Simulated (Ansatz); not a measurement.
# GaN: the cell at several levels of theory

An exercise on one series of results from a longer session: the logs are not shown, and one member is left open.

Program: Ansatz 0.2.0. PAW datasets, plane waves, zero pressure. Spin-unpolarised throughout; all numbers are computed.

### Starting point

This is the cell as the run starts from it, not yet at rest; its lengths are not the crystal's.

It is cubic, F-43m (No. 216); conventional cell a = 4.201 Å, 9.27 Å³ an atom. Ga has 4 N at 1.82 Å; N has 4 Ga at 1.82 Å.

Structure file:

```
Ga N
1.0
     0.00000    2.10075    2.10075
     2.10075    0.00000    2.10075
     2.10075    2.10075    0.00000
Ga N
1 1
Cartesian
  0.0000 0.0000 0.0000
  1.0504 1.0504 1.0504
```

The first run:

Input file input.yaml:

```yaml
crystal:
  lattice:
    - [0.0, 2.1007466895, 2.1007466895]
    - [2.1007466895, 0.0, 2.1007466895]
    - [2.1007466895, 2.1007466895, 0.0]
  atoms:
    - { symbol: Ga, position: [0.0, 0.0, 0.0] }
    - { symbol: "N", position: [0.25, 0.25, 0.25] }
kpoints:
  mp_grid: { grid: [10, 10, 10] }
hamiltonian:
  xc: pbe
scf:
  occupations: { method: fermi_dirac, width: 0.02 }
relax:
  f_tol: 0.005
  cell: {}
output:
  write_density: true
  write_potential: true
  elf: true
  volumetric_format: npy
```

Started as:

```sh
$ ansatz run input.yaml --threads 4 --pin off --max-ram 7372MiB --backend cpu --events-out ev --progress --plain --runs-dir out
```

Among the steps run: Relaxation with PBE; Relaxing with r2SCAN; Relaxing with PBEsol; LDA: cell and atoms; Relaxing with HSE06.

One table of the session follows, with a row left open; its other results are not shown here.

```
 level  a (Å)  volume (Å³/atom)
   PBE      ?                 ?
r2SCAN  4.498            11.375
PBEsol  4.498            11.376
   LDA  4.455            11.055
 HSE06  4.498            11.375
```

Estimate the missing values for PBE.

The run gave: a (Å): 4.548; volume (Å³/atom): 11.762. In the column «a (Å)» it is the highest.

The first relaxation changed the volume by +26.9 % from the start. The volume runs from LDA (least) to PBE (most), a spread of 6.4 %, or 2.1 % in length if all axes shared it alike. The meshes differ: PBE 10×10×10, r2SCAN 8×8×8, PBEsol 8×8×8, LDA 8×8×8, HSE06 6×6×6.
